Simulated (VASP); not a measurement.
# AlN: forms and broadenings of the independent-particle spectrum

AlN, P6_3/mmc (no. 194), 4 atoms in the cell. PBE, independent-particle dielectric function; PAW potentials Al, N (PBE set).

## Input

INCAR.step1:
```
EDIFF = 1E-8 ; ENCUT = 460
ISMEAR = 0 ; KPAR = 4
LASPH = True ; LCHARG = False
LEPSILON = True ; LWAVE = False
PREC = Accurate ; SIGMA = 0.02
```

INCAR.step2, as INCAR.step1 but for:
```
- LEPSILON = True
- LWAVE = False
+ LWAVE = True
+ NBANDS = 56
```

INCAR.step3:
```
ALGO = None ; CSHIFT = 0.1
EDIFF = 1E-7 ; ENCUT = 460
ISMEAR = 0 ; ISTART = 1
KPAR = 4 ; LASPH = True
LCHARG = False ; LOPTICS = True
LWAVE = False ; NBANDS = 56
NEDOS = 2000 ; NELM = 1
PREC = Accurate ; SIGMA = 0.02
```

INCAR.step4, as INCAR.step3 but for:
```
+ LNABLA = True
```

INCAR.step5, as INCAR.step4 but for:
```
- LNABLA = True
+ IPEAD = 3
+ LPEAD = True
```

INCAR.step6, as INCAR.step5 but for:
```
- IPEAD = 3
+ IPEAD = 2
```

INCAR.step7 changes the same tag again: IPEAD = 4.

INCAR.step8, as INCAR.step7 but for:
```
- CSHIFT = 0.1
- IPEAD = 4
- LPEAD = True
+ CSHIFT = 0.01
```

INCAR.step9, as INCAR.step8 but for:
```
- CSHIFT = 0.01
+ CSHIFT = 0.3
```

INCAR.step10 changes the same tag again: CSHIFT = 0.2.

INCAR.step11, as INCAR.step10 but for:
```
- CSHIFT = 0.2
- ISMEAR = 0
+ CSHIFT = 0.1
+ ISMEAR = -5
```

INCAR.step12, as INCAR.step11 but for:
```
- ISMEAR = -5
- SIGMA = 0.02
+ ISMEAR = 0
+ SIGMA = 0.2
```

INCAR.step13, as INCAR.step12 but for:
```
- SIGMA = 0.2
+ OMEGAMAX = 12
+ SIGMA = 0.02
```

INCAR.step14, as INCAR.step13 but for:
```
- OMEGAMAX = 12
+ OMEGAMAX = 60
```

KPOINTS:
```
k-points
0
Gamma
  8 8 6
```

POSCAR:
```
AlN
1.0
    3.3121157418      0.0000000000      0.0000000000
   -1.6560578709      2.8683763727      0.0000000000
    0.0000000000      0.0000000000      4.1875630000
Al N
2 2
Direct
    0.6666666667      0.3333333333      0.2500000000
    0.3333333333      0.6666666667      0.7500000000
    0.6666666667      0.3333333333      0.7500000000
    0.3333333333      0.6666666667      0.2500000000
```

Commands (each step's output is kept before the next begins):
```
cat potpaw_PBE.64/Al/POTCAR potpaw_PBE.64/N/POTCAR > POTCAR
cp INCAR.step1 INCAR
mpirun -np 4 vasp_std > vasp.out
rm WAVECAR CHG
cp INCAR.step2 INCAR
mpirun -np 4 vasp_std > vasp.out
cp INCAR.step3 INCAR
mpirun -np 4 vasp_std > vasp.out
cp INCAR.step4 INCAR
mpirun -np 4 vasp_std > vasp.out
cp INCAR.step5 INCAR
mpirun -np 4 vasp_std > vasp.out
cp INCAR.step6 INCAR
mpirun -np 4 vasp_std > vasp.out
cp INCAR.step7 INCAR
mpirun -np 4 vasp_std > vasp.out
cp INCAR.step8 INCAR
mpirun -np 4 vasp_std > vasp.out
cp INCAR.step9 INCAR
mpirun -np 4 vasp_std > vasp.out
cp INCAR.step10 INCAR
mpirun -np 4 vasp_std > vasp.out
cp INCAR.step11 INCAR
mpirun -np 4 vasp_std > vasp.out
cp INCAR.step12 INCAR
mpirun -np 4 vasp_std > vasp.out
cp INCAR.step13 INCAR
mpirun -np 4 vasp_std > vasp.out
cp INCAR.step14 INCAR
mpirun -np 4 vasp_std > vasp.out
```

## Result

- Direct gap on the mesh (eV): 3.27
- Gap on the mesh (eV): 3.27
- Bands: 56

One ground state, settings moved in the last step alone:

| Settings | ε at zero frequency | Mean energy of the absorption, weighted by Im ε (eV) | Time (s) |
|---|---|---|---|
| longitudinal form, CSHIFT 0.1 | 4.82 | 10.29 | 2 |
| transversal form (LNABLA) | 4.92 | 10.30 | 2 |
| finite differences (LPEAD), order 3 | 4.81 | 10.30 | 4 |
| finite differences (LPEAD), order 2 | 4.80 | 10.32 | 4 |
| finite differences (LPEAD), order 4 | 4.82 | 10.29 | 5 |
| CSHIFT 0.01 | 4.82 | 10.24 | 3 |
| CSHIFT 0.3 | 4.82 | 10.31 | 3 |
| CSHIFT 0.2 | 4.82 | 10.30 | 2 |
| tetrahedron method | 4.82 | 10.38 | 3 |
| SIGMA 0.2 | 4.82 | 10.29 | 2 |
| OMEGAMAX 12, which cuts the spectrum short | 4.05 | – | 2 |
| OMEGAMAX 60 | 4.82 | 10.29 | 2 |

The mean energy covers the spectrum up to 20 eV.

On the same mesh, density-functional perturbation theory with local fields gives ε = 4.67.

Limits: The 8×8×6 mesh is coarse for a spectrum: peaks stand apart that a denser mesh merges.

VASP 6.6.1 took 86 s on 4 cores (Intel Xeon Platinum 8488C (Sapphire Rapids)), a shared host.
